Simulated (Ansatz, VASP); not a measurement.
## Cross-check of ZrN between VASP and Ansatz

Aim: how closely do two programs agree when they are given the same cell, functional and k mesh?

Main program and level: Ansatz 0.2.0; plane waves, with VASP 6.6.1 beside it; single point at PBE.

The database entry behind the starting cell differs from later determinations by our own check (an axis about 0.5 % long against later determinations), so it need not match the best structure at ambient conditions.

### 1. The starting structure

Symmetry: Fm-3m, No. 225, cubic system. The conventional cell has a = 4.600 Å, b = 4.600 Å, c = 4.600 Å, α = 90.00°, β = 90.00°, γ = 90.00°. Nearest to Zr lie 6 N at 2.30 Å. Nearest to N lie 6 Zr at 2.30 Å. Farther neighbours and most contacts between anions are not listed.

As a file:

```xyz
2
Lattice="0.0000 2.3000 2.3000 2.3000 0.0000 2.3000 2.3000 2.3000 0.0000" Properties=species:S:1:pos:R:3 pbc="T T T"
Zr    2.3000    2.3000    2.3000
N     0.0000    0.0000    0.0000
```

### 2. VASP: single point, PBE

With cell and atoms fixed, the geometry can't cause a difference; cores, projectors, grids and the points listed under the comparison can.

Lines of VASP's logs that name or quote its potential files are left out, and so is its time.

INCAR reads:

```
SYSTEM = ZrN
PREC = Accurate
ENCUT = 520
EDIFF = 1E-07
NELM = 100
ISMEAR = 0
SIGMA = 0.01
LREAL = .FALSE.
ALGO = Normal
GGA = PE
NBANDS = 14
LASPH = .TRUE.
LORBIT = 11
LWAVE = .FALSE.
LCHARG = .FALSE.
KPAR = 2
```

POSCAR reads:

```
ZrN
1.0
    0.0000000000      2.3000000000      2.3000000000
    2.3000000000      0.0000000000      2.3000000000
    2.3000000000      2.3000000000      0.0000000000
Zr N
1 1
Direct
    0.5000000000      0.5000000000      0.5000000000
    0.0000000000      0.0000000000      0.0000000000
```

KPOINTS reads:

```
Automatic mesh
0
Gamma
7 7 7
0 0 0
```

Potentials, in the order of the species: Zr_sv and N (PBE family, release 64).

Started as:

```
$ mpirun -np 2 vasp_std
```

Numbers of over 12 decimals in the logs are rounded to 6 here.

Log:

```text
[banner, memory and clock lines left out]
running    2 mpi-ranks, on    1 nodes
 distrk:  each k-point on    1 cores,    2 groups
 distr:  one band on    1 cores,    1 groups

 POSCAR found type information on POSCAR ZrN
 POSCAR found :  2 types and       2 ions
 LDA part: xc-table for (Slater+PW92), standard interpolation
 POSCAR, INCAR and KPOINTS ok, starting setup
 FFT: planning ... GRIDC
 FFT: planning ... GRID_SOFT
 FFT: planning ... GRID
 WAVECAR not read
 entering main loop
       N       E                     dE             d eps       ncg     rms          rms(c)
DAV:   1     0.111974929630E+03    0.11197E+03   -0.90466E+03   560   0.120E+03
DAV:   2    -0.168340734556E+02   -0.12881E+03   -0.12140E+03   722   0.323E+02
DAV:   3    -0.237108718155E+02   -0.68768E+01   -0.68391E+01   884   0.665E+01
DAV:   4    -0.238167342488E+02   -0.10586E+00   -0.10582E+00   698   0.593E+00
DAV:   5    -0.238177803094E+02   -0.10461E-02   -0.10460E-02   706   0.507E-01    0.213E+01
DAV:   6    -0.205008257727E+02    0.33170E+01   -0.92038E+00   602   0.288E+01    0.791E+00
DAV:   7    -0.203819816025E+02    0.11884E+00   -0.71381E-01   664   0.764E+00    0.667E+00
DAV:   8    -0.203723287153E+02    0.96529E-02   -0.29832E-01   650   0.500E+00    0.380E+00
DAV:   9    -0.203539941917E+02    0.18335E-01   -0.77297E-02   638   0.246E+00    0.958E-01
DAV:  10    -0.203538580495E+02    0.13614E-03   -0.17425E-03   726   0.487E-01    0.385E-01
DAV:  11    -0.203537353717E+02    0.12268E-03   -0.68142E-04   662   0.240E-01    0.779E-02
DAV:  12    -0.203537276903E+02    0.76814E-05   -0.17767E-05   668   0.369E-02    0.489E-03
DAV:  13    -0.203537273887E+02    0.30160E-06   -0.39178E-07   704   0.580E-03    0.139E-03
DAV:  14    -0.203537273575E+02    0.31198E-07   -0.15252E-08   328   0.114E-03
   1 F= -.20353727E+02 E0= -.20353606E+02  d E =-.242725E-03
```

OUTCAR, selected parts (step 2):

```text
ion  position               nearest neighbor table
   1  0.500  0.500  0.500-   2 2.30   2 2.30   2 2.30   2 2.30   2 2.30   2 2.30
   2  0.000  0.000  0.000-   1 2.30   1 2.30   1 2.30   1 2.30   1 2.30   1 2.30

  LATTYP: Found a face centered cubic cell.
 ALAT       =     4.6000000000

 Subroutine GETGRP returns: Found 48 space group operations
 (whereof 48 operations were pure point group operations)

The static configuration has the point symmetry O_h .

 Found     20 irreducible k-points:

   k-points           NKPTS =     20   k-points in BZ     NKDIM =     20   number of bands    NBANDS=     14

   dimension x,y,z NGX =    24 NGY =   24 NGZ =   24
   dimension x,y,z NGXF=    48 NGYF=   48 NGZF=   48

   ENCUT  =  520.0 eV  38.22 Ry    6.18 a.u.   6.05  6.05  6.05*2*pi/ulx,y,z

   NELECT =      17.0000    total number of electrons

 k-points in reciprocal lattice and weights: Automatic mesh
   0.00000000  0.00000000  0.00000000       0.003
   0.14285714  0.00000000  0.00000000       0.023
   0.28571429  0.00000000  0.00000000       0.023
   0.42857143  0.00000000  0.00000000       0.023
   0.14285714  0.14285714  0.00000000       0.017
   0.28571429  0.14285714  0.00000000       0.070
   0.42857143  0.14285714  0.00000000       0.070
  -0.42857143  0.14285714  0.00000000       0.070
  -0.28571429  0.14285714  0.00000000       0.070
[...]
-0.42857143  0.42857143  0.14285714       0.070
  -0.28571429  0.42857143  0.14285714       0.070

 average (electrostatic) potential at core
       1 -72.4972       2 -57.7150

 E-fermi :  12.0007

 k-point     1 :       0.0000    0.0000    0.0000
  band No.  band energies     occupation
    ...
      7       9.1900      2.00000
      8       9.1900      2.00000
      9      11.4512      2.00000
     10      11.4512      2.00000
     11      11.4512      2.00000
     12      13.4090      0.00000
     13      13.4090      0.00000
     14      14.6261      0.00000

 k-point     2 :       0.1429    0.0000    0.0000
  band No.  band energies     occupation
    ...
      7       8.2623      2.00000
      8       8.2623      2.00000
      9      11.8769      2.00000
     10      11.9978      1.31250
     11      11.9978      1.31250
     12      14.7060      0.00000
     13      14.7060      0.00000
     14      15.6967      0.00000

 k-point     3 :       0.2857    0.0000    0.0000
  band No.  band energies     occupation
    ...
      4     -15.4521      2.00000
      5      -3.1274      2.00000
      6       5.7704      2.00000
      7       7.0039      2.00000
      8       7.0039      2.00000
      9      12.7487      0.00000
     10      13.2802      0.00000
     11      13.2802      0.00000
     12      17.1047      0.00000
     13      17.1047      0.00000
    ...

  Total       -0.0638956     -0.0638956     -0.0638956     -0.0000000      0.0000000     -0.0000000
  in kB       -4.2069566     -4.2069566     -4.2069566     -0.0000000      0.0000000     -0.0000000
  external PRESSURE =      -4.2069566 kB  Pullay stress =       0.0000000 kB

  energy-cutoff  :      520.00
  volume of cell :       24.33
      direct lattice vectors                 reciprocal lattice vectors
     0.000000000  2.300000000  2.300000000    -0.217391304  0.217391304  0.217391304
     2.300000000  0.000000000  2.300000000     0.217391304 -0.217391304  0.217391304
     2.300000000  2.300000000  0.000000000     0.217391304  0.217391304 -0.217391304

 POSITION                                       TOTAL-FORCE (eV/Angst)
 -----------------------------------------------------------------------------------
      2.30000      2.30000      2.30000        -0.000000     -0.000000     -0.000000
      0.00000      0.00000      0.00000         0.000000      0.000000      0.000000
 -----------------------------------------------------------------------------------
    total drift:                                0.000000     -0.000000      0.000000

  FREE ENERGIE OF THE ION-ELECTRON SYSTEM (eV)
  ---------------------------------------------------
  free  energy   TOTEN  =       -20.3537273575 eV

  energy  without entropy=      -20.3534846320  energy(sigma->0) =      -20.35360599

 total charge
# of ion       s       p       d       tot
------------------------------------------
    1        2.159   6.028   1.662   9.849
    2        1.242   2.467   0.000   3.709
--------------------------------------------------
tot          3.401   8.495   1.662  13.558

[... 3 further parts left out ...]
```

The run ends at a pressure of -0.42 GPa.

### 3. Ansatz: single point, PBE

Ansatz runs on its default PAW (the set named soft_2) files.

The same cell, functional, mesh and smearing now go to Ansatz, which takes its cutoff from its data sets.

input.yaml reads:

```yaml
crystal:
  lattice:
    - [0.0, 2.3, 2.3]
    - [2.3, 0.0, 2.3]
    - [2.3, 2.3, 0.0]
  atoms:
    - { symbol: Zr, position: [0.5, 0.5, 0.5] }
    - { symbol: "N", position: [0.0, 0.0, 0.0] }
hamiltonian:
  xc: pbe
  pseudopotentials: { kind: paw }
kpoints:
  mp_grid: { grid: [7, 7, 7] }
scf:
  occupations: { method: gaussian, width: 0.01 }
  n_extra_bands: 4
output:
  forces: true
  stress: true
  eigenvalues: true
```

Started as:

```
$ ansatz run input.yaml --threads 2 --pin off --max-ram 4608MiB --backend cpu --events-out ev --progress --plain --runs-dir out
```

Log:

```text
scf.n_extra_bands = 4 over 9 filled bands (N_el = 17.0): the run solves 13 bands
Engine: ansatz 0.2.0, aarch64-unknown-linux-gnu
Pseudopotentials: kind: paw
Pseudopotential: Zr, paw, valence charge 12, recommended cutoff 420 eV (normal), Zr.paw.azcp
Pseudopotential: N, paw, valence charge 5, recommended cutoff 420 eV (normal), N.paw.azcp
Functional definition: PBE
  parameter kappa = 0.804
  parameter beta = 0.066725
  exchange = pbe_x(kappa = kappa, mu = beta*pi^2/3)
  correlation = pbe_c(beta = beta)
Crystal: 2 atoms, lattice volume = 24.334 Å³
Basis set: ecut = 420 eV, 531 PW (Γ), exchange–correlation on 48×48×48 points (8 copies of the dense FFT grid, shifted against one another)
Bands: 13, of which v1, the nominal top of the filled ones, is band 9 counted from 1 (8 counted from 0)
Symmetry: 48 space group operations
Space group: Fm-3m (ITA 225), of the structure as read, at distance tolerance 2.9e-5 Å
k-points: 20 of 343
Non-local potential: Zr, projectors of the file, l = 0: 3, l = 1: 2, l = 2: 2, l = 3: 2
Non-local potential: N, projectors of the file, l = 0: 2, l = 1: 2, l = 2: 1
PAW form: soft (Blöchl's): semilocal exchange-correlation on the pseudo side does not see the compensation charge
PAW one-centre angular grid: Zr, 590 points (default); XC on 64 Gauss nodes
PAW one-centre angular grid: N, 110 points (default); XC on 64 Gauss nodes
Initial density: superposition of atomic densities (neutral atoms: chi_scale 0, normalization atom), corrected by the library's trained network
Initial wavefunctions: pseudopotential atomic-orbital guess
Functional: x = pbe(κ = 0.804, μ = 0.219515), c = pbe(β = 0.066725)
SCF iter   1: F=—  HF=-4571.293919 eV  |F-HF|=—  |Δ(HF+E_count)|=         —  Δρ=7.55e-4  dr2=7.42e-5  ethr=1.77e-3  ⟨swp⟩=5.7  Hψ=1323  notcnv=0
preconditioner: auto → none  [insulator: Δε(μ)=0.158 eV  Ē_g=18.778 eV  σ=0.010 eV  W_gap=0.66  n_scr=8 (ndim 8)  ℏωp=29.2 eV  f_vac=0.000  D(μ)=4.85/eV (n_scr^D=88)  ε∞_Penn≈3.4]
SCF iter   2: F=—  HF=-4571.293711 eV  |F-HF|=—  |Δ(HF+E_count)|=   2.09e-4  Δρ=3.16e-4  dr2=7.89e-6  ethr=4.37e-7  ⟨swp⟩=2.2  Hψ=677  notcnv=0  defer=7
SCF iter   3: F=—  HF=-4571.293739 eV  |F-HF|=—  |Δ(HF+E_count)|=   2.80e-5  Δρ=1.11e-4  dr2=8.69e-7  ethr=4.64e-8  ⟨swp⟩=2.1  Hψ=357  notcnv=0  defer=7
iter 4 did not close the SCF: its close was put off for the readings that it lacked (scf_convergence_deferred on its scf_iter line)
SCF iter   4: F=-4571.293742 eV  HF=-4571.293742 eV  |F-HF|=8.00e-9  |Δ(HF+E_count)|=   3.89e-6  Δρ=1.61e-5  dr2=3.41e-8  ethr=5.11e-9  ⟨swp⟩=2.3  Hψ=365  notcnv=0  defer=7
iter 5 did not close the SCF: its close was put off for the readings that it lacked (scf_convergence_deferred on its scf_iter line)
SCF iter   5: F=-4571.293742 eV  HF=-4571.293742 eV  |F-HF|=1.80e-10  |Δ(HF+E_count)|=   1.95e-8  Δρ=2.82e-6  dr2=7.98e-10  ethr=2.01e-10  ⟨swp⟩=2.0  Hψ=405  notcnv=0  defer=7
SCF iter   6: F=-4571.293742 eV  HF=-4571.293742 eV  |F-HF|=1.82e-12  |Δ(HF+E_count)|=  4.07e-10  Δρ=1.73e-7  dr2=2.87e-12  ethr=4.70e-12  ⟨swp⟩=2.0  Hψ=868  notcnv=0
SCF 1 converged in 6 iterations: F = -4571.293742 eV  dr2 = 2.87e-12
  greatest PAW one-centre occupation: 0.996 electrons in one spin orbital (limit 2), on the Zr atom at site 0 (counted from 0), in its partial waves of l = 0
SCF converged after 6 iterations
Free energy (F): -4571.293742 eV
Harris-Foulkes:  -4571.293742 eV  (|F-HF|=1.82e-12)
Internal energy: -4571.293500 eV  (E = F + TS)
E sigma→0 (E₀):  -4571.293621 eV
Entropy (-TS):   -0.000243 eV (-0.121 meV/atom)
Fermi energy:    17.656155 eV
--- Per-component energies (eV) ---
  E_band       = -28.981347
  E_kinetic    = 466.927246
  E_local      = -628.617284  (includes V_loc(G=0)·N_el)
  E_nonlocal   = 123.174246
  E_hartree    = 189.153417
  E_xc         = -224.094195
  E_vxc        = -270.513459  (∫ρ·V_xc dr)
  E_paw        = -3080.395987  (= ΣΔE_a)
  E_vpaw       = -98.259020  (= ΣTr[D̂ρ^β])
  E_aug_tail   = 0.000114  (compensation charges beyond the density's cutoff)
  E_ewald      = -1417.441055
  E_smearing   = -0.000243  (= −TS)
  E_closure    = 0.000000  (closes the sum)
  Σ components = -4571.293742   (vs F -4571.293742, Δ=0.00e0)
--- Forces (eV/Å), atoms counted from 1 ---
  atom   1  Zr     0.00000000    -0.00000000    -0.00000000
  atom   2  N     -0.00000000     0.00000000    -0.00000000
  max |Σ_I F_I| component: 2.37e-29 eV/Å
--- Stress (GPa, compression-positive) ---
       -0.666664       0.000000       0.000000
        0.000000      -0.666664      -0.000000
       -0.000000      -0.000000      -0.666664
  P = ⅓ Tr σ = -0.6667 GPa (-6.667 kbar)
--- Band table (eV; the first three rows and the last of 20) ---
  k-point 0: bands = [... 5 lower, 14.8444, 14.8444, 14.8444, 17.1071, 17.1071, 17.1071, 19.0649, 19.0649]
  k-point 1: bands = [... 5 lower, 13.4625, 13.9166, 13.9166, 17.5328, 17.6533, 17.6533, 20.3614, 20.3614]
  k-point 2: bands = [... 5 lower, 11.4232, 12.6566, 12.6566, 18.4041, 18.9343, 18.9343, 22.7584, 22.7584]
  k-point 19: bands = [... 5 lower, 11.8718, 12.7383, 12.7635, 17.9175, 19.2860, 21.7194, 22.2444, 23.5166]
```

Wall time 0.53 s (2 threads of Arm Neoverse V2, shared host); peak memory 0.27 GiB; 0.72 s of CPU time.

In the SCF lines HF is the Harris–Foulkes energy and dr2 the Hartree energy of the density residual, in eV; the loop may stop once dr2 is under the threshold and the program's other checks hold. Hψ counts applications of the Hamiltonian.

The run ends at a pressure of -0.67 GPa.

### 4. Side by side

Known differences besides the potentials themselves: the cutoff is 420 eV in Ansatz and 520 eV in VASP. Total energies have different zeros and are not compared.

Compared:

```csv
quantity,Ansatz,VASP,difference
pressure (GPa),-0.67,-0.42,-0.25
pressure without Ansatz's Pulay correction (GPa),-1.03,-0.42,-0.61
```

Ansatz's pressure holds a Pulay correction of 0.37 GPa; VASP's holds none.

### 5. Results

| Property | Result |
| --- | --- |
| difference in pressure (single point, PBE) | -0.25 GPa |

**Reading.** The difference in pressure is -0.25 GPa (single point, PBE), within the 1 GPa picked in this series as the mark of a large difference. How closely two codes agree says nothing of how well the functional describes the real material.

[Lines on the potential files, build, host, timing and source positions are cut from VASP's logs without a mark.]

[Logs are printed without paths, hosts, clocks, repeated set-up lines and the standing remarks that a program may print on its own settings, such as how far it seeks lower states.]

[Hosts, paths, dates, database ids (printed as entryN), source tags and the programs' standing remarks are cut or masked in the printed files.]
